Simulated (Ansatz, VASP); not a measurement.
## HfN in VASP and in Ansatz

Contents of INCAR:

```
PREC = Accurate
ENCUT = 600
EDIFF = 1E-6
ISMEAR = -1
SIGMA = 0.05
LREAL = F
LASPH = T
NELM = 150
ALGO = Normal
ISIF = 3
LWAVE = F
LCHARG = F
LMAXMIX = 4
LDAU = T
LDAUTYPE = 2
LDAUL = 2 -1
LDAUU = 5 0
LDAUJ = 0 0
LDAUPRINT = 1
GGA = CA
IBRION = 2
NSW = 60
EDIFFG = -0.01
```

The input KPOINTS:

```
regular mesh
0
Gamma
  9 9 9
```

Contents of POSCAR:

```
HfN
1.0
    0.0000000000      2.4548220000      2.4548220000
    2.4548220000      0.0000000000      2.4548220000
    2.4548220000      2.4548220000      0.0000000000
Hf N
1 1
Direct
    0.0000000000      0.0000000000      0.0000000000
    0.2500000000      0.2500000000      0.2500000000
```

input.yaml

```yaml
crystal:
  lattice:
    - [0.0, 2.454822, 2.454822]
    - [2.454822, 0.0, 2.454822]
    - [2.454822, 2.454822, 0.0]
  atoms:
    - { symbol: Hf, position: [0.0, 0.0, 0.0] }
    - { symbol: "N", position: [0.25, 0.25, 0.25] }
hamiltonian:
  xc: lda
  pseudopotentials: { kind: paw }
  hubbard: { sites: [{ species: Hf, l: d, u_eff: 5.0 }] }
kpoints:
  mp_grid: { grid: [9, 9, 9] }
scf:
  occupations: { method: fermi_dirac, width: 0.05 }
output:
  forces: true
  stress: true
  eigenvalues: true
relax:
  f_tol: 0.01
  max_steps: 40
  cell: { stress_tol: 0.05 }
```

The cell comes from a database or a generator and needn't be the stable form of this composition.

Alike in both runs: task relaxation of cell and atoms; functional LDA; k mesh 9 × 9 × 9; occupations fermi-dirac, width 0.05 eV; no spin polarisation; Hubbard terms Hf d U = 5.0 eV.

|  | VASP | Ansatz |
| --- | --- | --- |
| version | VASP 6.6.1 | Ansatz 0.2.0 |
| potentials or method | VASP PAW LDA potentials, release 64 (Hf_pv, N) | Ansatz PAW |
| plane-wave cutoff (eV) | 600 | 420 |
| valence electrons in the cell | 15 | 31 |

VASP gave:

```
gap on the k mesh at the Fermi level, each at its own relaxed structure (eV) : none
relaxed volume (Å³/atom)                                                     : 15.14
relaxed cell length with the largest relative difference (Å)                 : 3.499
energy change over the relaxation (meV/atom)                                 : -5
```

Question: Estimate Ansatz's values.

Answer: gap on the k mesh at the Fermi level, each at its own relaxed structure (eV): none; relaxed volume (Å³/atom): 14.60; relaxed cell length with the largest relative difference (Å): 3.456; energy change over the relaxation (meV/atom): -2.

The programs project onto different local orbitals, so the same U acts differently. A gap of «none» marks a metal or a gap that the smearing closes. The two sets of potentials don't hold the same shells in valence.

Caveats: U without spin polarisation on a metal has little footing; the plane-wave basis is chosen anew once the cell has moved, so the energies of steps on either side of that aren't comparable (Ansatz); the pressure holds a Pulay correction of +0.5 GPa for the finite cutoff (Ansatz); the PAW data sets come from PBE, with cores solved anew for the run's functional, which leaves a small shift of forces and pressure (Ansatz). The runs have no spin-orbit coupling, so splittings on Hf are missing.
